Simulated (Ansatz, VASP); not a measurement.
SrCl2 in VASP and in Ansatz

Contents of INCAR:

```
ALGO = Normal
EDIFF = 1E-6
ENCUT = 520
GGA = CA
ISIF = 2
ISMEAR = -1
LASPH = True
LCHARG = False
LREAL = False
LWAVE = False
NBANDS = 19
NELM = 100
PREC = Accurate
SIGMA = 0.05
```

The input KPOINTS:

```
k-points
0
Gamma
  7 7 7
```

POSCAR

```
SrCl2
1.0
    0.0000000000      3.4883500000      3.4883500000
    3.4883500000      0.0000000000      3.4883500000
    3.4883500000      3.4883500000      0.0000000000
Sr Cl
1 2
Direct
    0.0000000000      0.0000000000      0.0000000000
    0.7500000000      0.7500000000      0.7500000000
    0.2500000000      0.2500000000      0.2500000000
```

input.yaml

```yaml
crystal:
  lattice:
    - [0.0, 3.48835, 3.48835]
    - [3.48835, 0.0, 3.48835]
    - [3.48835, 3.48835, 0.0]
  atoms:
    - { symbol: Sr, position: [0.0, 0.0, 0.0] }
    - { symbol: Cl, position: [0.75, 0.75, 0.75] }
    - { symbol: Cl, position: [0.25, 0.25, 0.25] }
kpoints:
  mp_grid: { grid: [7, 7, 7] }
  band_path:
    path:
      - [0.0, 0.0, 0.0]
      - [0.5, 0.0, 0.5]
      - [0.5, 0.25, 0.75]
      - [0.375, 0.375, 0.75]
      - [0.0, 0.0, 0.0]
      - [0.5, 0.5, 0.5]
      - [0.625, 0.25, 0.625]
      - [0.5, 0.25, 0.75]
    npoints: 6
scf:
  occupations: { method: fermi_dirac, width: 0.05 }
hamiltonian:
  xc: lda
  pseudopotentials: { kind: all_electron, lapw: { basis_error: 0.002 } }
output:
  forces: true
  stress: true
  eigenvalues: true
```

Alike in both runs: functional LDA; k mesh 7 × 7 × 7; occupations fermi-dirac, width 0.05 eV; no spin polarisation.

|  | VASP | Ansatz |
| --- | --- | --- |
| version | VASP 6.6.1 | Ansatz 0.2.0 |
| potentials or method | VASP PAW LDA potentials, release 64 (Sr_sv, Cl) | all-electron LAPW, scalar-relativistic |
| plane-wave cutoff (eV) | 520 | see its input |
| task | single point | band structure |

|  | VASP | Ansatz | Ansatz less VASP |
| --- | --- | --- | --- |
| gap on the k mesh at the Fermi level (eV) | 4.92 | 4.92 | -0.005 |
| least direct gap on the mesh (eV) | 5.23 | 5.23 | -0.007 |
| pressure (GPa) | -2.7 | -2.8 | -0.11 |

Ansatz ran all-electron here, so the differences hold the error of VASP's frozen core and of both bases.

Caveats: an odd mesh through Γ misses points on the zone boundary, where band edges often lie (VASP). Expect the measured gap to be larger: semilocal functionals such as LDA lack the derivative discontinuity.
